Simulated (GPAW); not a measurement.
Set up this calculation in GPAW 26.7.0, as an ASE script.

* Task: band structure
* Functional: PBEsol
* Potentials or basis: PAW data sets generated in the run's folder for this functional
* Cutoff: 600 eV
* Basis: pw
* k mesh: 12 × 12 × 12
* Occupations: fermi-dirac, width 0.05 eV
* Spin: no spin polarisation
* Maxiter: 150
* Band path: GHNGPH,PN
* Band points: 60

Crystal: Al.

```xyz
1
Lattice="-1.5912 1.5912 1.5912 1.5912 -1.5912 1.5912 1.5912 1.5912 -1.5912" Properties=species:S:1:pos:R:3 pbc="T T T"
Al    0.0000    0.0000    0.0000
```

This isn't the form of Al at room conditions, which is fcc.

The input as run:

run.py

```python
from ase import Atoms
from ase.dft.bandgap import bandgap
from ase.io import write
from ase.units import GPa
from gpaw import GPAW, PW, setup_paths

setup_paths.insert(0, '.')

atoms = Atoms(['Al'],
              cell=[[-1.59121869, 1.59121869, 1.59121869],
                    [1.59121869, -1.59121869, 1.59121869],
                    [1.59121869, 1.59121869, -1.59121869]],
              scaled_positions=[[0.0, 0.0, 0.0]],
              pbc=True)

calc = GPAW(mode=PW(600),
            xc='PBEsol',
            kpts={'size': (12, 12, 12), 'gamma': True},
            occupations={'name': 'fermi-dirac', 'width': 0.05},
            nbands=7,
            convergence={'density': 1e-05, 'energy': 1e-05},
            maxiter=150,
            txt='gpaw.txt')
atoms.calc = calc
energy = atoms.get_potential_energy()
forces = atoms.get_forces()
stress = atoms.get_stress()
calc.write('gs.gpw')
write('result.traj', atoms)
print(f'Energy: {energy:.6f} eV')
print('Forces (eV/A):')
print(forces.round(4))
print('Stress (GPa):', (stress / GPa).round(3))
print('Fermi level:', round(calc.get_fermi_level(), 4), 'eV')
print(f'Gap: {bandgap(calc)[0]:.4f} eV, direct: {bandgap(calc, direct=True)[0]:.4f} eV')

path = atoms.cell.bandpath('GHNGPH,PN', npoints=60, eps=1e-4)
bs_calc = calc.fixed_density(kpts=path, symmetry='off', nbands=13,
                             convergence={'bands': 'CBM+6.0', 'eigenstates': 1e-6}, txt='bands.txt')
bs = bs_calc.band_structure()
bs.write('bs.json')
print(f'Gap on the path: {bandgap(bs_calc)[0]:.4f} eV')
```

Potentials or basis: PAW data sets generated in the run's folder for this functional, pw.

Launch:

```console
$ gpaw-setup -f PBEsol Al
$ OMP_NUM_THREADS=1 python run.py
```

It gave:

```
Pressure                : 2.4 GPa
Band gap along the path : none (metal or under the smearing width)
```

Wall time 4.3 s on 1 thread of AMD EPYC 9R45 96-Core Processor (Zen 5), on a shared host, peak memory 0.15 GiB.
